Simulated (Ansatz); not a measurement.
The system is CdS (Hawleyite).

```xyz
2
Lattice="0.0000 2.9165 2.9165 2.9165 0.0000 2.9165 2.9165 2.9165 0.0000" Properties=species:S:1:pos:R:3 pbc="T T T"
Cd    0.0000    0.0000    0.0000
S     4.3748    4.3748    4.3748
```

Base run:

| Property | Result |
| --- | --- |
| Program | Ansatz 0.2.0 |
| Functional | RPBE |
| Potentials or basis | all-electron LAPW, scalar-relativistic |
| Cutoff | 246 eV (chosen from the basis error) |
| Basis error allowed | 0.001 eV/atom |
| k mesh | 8 × 8 × 8 |
| Occupations | gaussian, width 0.05 eV |
| Spin | no spin polarisation |

Its results: band gap on the k mesh 1.33 eV, direct; pressure 5.1 GPa.

**Question.** The run is repeated on the same cell with these changes: functional from RPBE to PBE; occupations from gaussian, width 0.05 eV to gaussian, width 0.011 eV. What comes out?

**Answer.** Band gap on the k mesh 1.15 eV, direct; pressure 2.9 GPa.

